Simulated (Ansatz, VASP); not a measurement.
# Two plane-wave programs on Cd

```
Cd
1.0
     0.00000    2.20992    2.20992
     2.20992    0.00000    2.20992
     2.20992    2.20992    0.00000
Cd
1
Direct
  0.00000 0.00000 0.00000
```

The cell was built by a generator and needn't be a form met in nature.

Alike in both runs: task relaxation of cell and atoms; functional LDA; k mesh 12 × 12 × 12; occupations fermi-dirac, width 0.1 eV; no spin polarisation.

```csv
,VASP,Ansatz
version,VASP 6.6.1,Ansatz 0.2.0
potentials or method,"VASP PAW LDA potentials, release 64 (Cd)","plane waves (420 eV) with PAW, scalar-relativistic"
plane-wave cutoff (eV),600,420
valence electrons in the cell,12,20
```

Ansatz gave:

* relaxed volume (Å³/atom): 19.96
* relaxed cell length with the largest relative difference (Å): 3.045
* energy change over the relaxation (meV/atom): -24

**Question.** What did VASP give for the same quantities?

**Answer.** Relaxed volume (Å³/atom): 20.10; relaxed cell length with the largest relative difference (Å): 3.052; energy change over the relaxation (meV/atom): -20.

The two sets of potentials don't hold the same shells in valence. Ansatz warned: «pseudo_functional_mismatch».
